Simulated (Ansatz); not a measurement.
Equation of state of Be

```
CELL_PARAMETERS angstrom
2.26478 0.00000 0.00000
-1.13239 1.96136 0.00000
0.00000 0.00000 3.57410
ATOMIC_POSITIONS crystal
Be 0.33333 0.66667 0.75000
Be 0.66667 0.33333 0.25000
```

The cell is the one relaxed in the Materials Project (mp-87), not relaxed further here; entries there can be hypothetical.

Levels of theory: DFT, PBEsol, all-electron LAPW, scalar-relativistic (Ansatz 0.2.0); DFT, PBEsol, PAW with Ansatz's default frozen-core files, scalar-relativistic (Ansatz 0.2.0).

For LAPW: a Γ-centred 21×21×11 k mesh, Fermi–Dirac smearing of 0.05 eV, basis error target 0.5 meV/atom, no spin polarisation. PAW takes a cutoff of 420 eV at this cell (files made with PBE, cores remade for this functional). The Ansatz runs share mesh, smearing and spin set-up. Plane-wave (PAW) pressures include the program's estimate of the Pulay term.

The cell above is scaled evenly, with fractional coordinates and shape held.

```tsv
V/V(cell)	V (Å³/atom)	P, LAPW (GPa)	P, PAW (GPa)	free energy over the lowest listed, PAW (meV/atom)
0.9405	7.466	6.37	6.50	6.7
0.9700	7.700	2.11	2.22	0.4
1.0000	7.938	-1.68	-1.59	0.0
1.0300	8.176	-5.02	-4.94	4.9
1.0600	8.414	-7.94	-7.88	14.5
```

(1) What do Birch–Murnaghan fits to the pressures give?

## Answers

(1) LAPW: V0 = 7.83 Å³/atom, B0 = 124 GPa, B0′ = 3.3; PAW: V0 = 7.84 Å³/atom, B0 = 124 GPa, B0′ = 3.3.
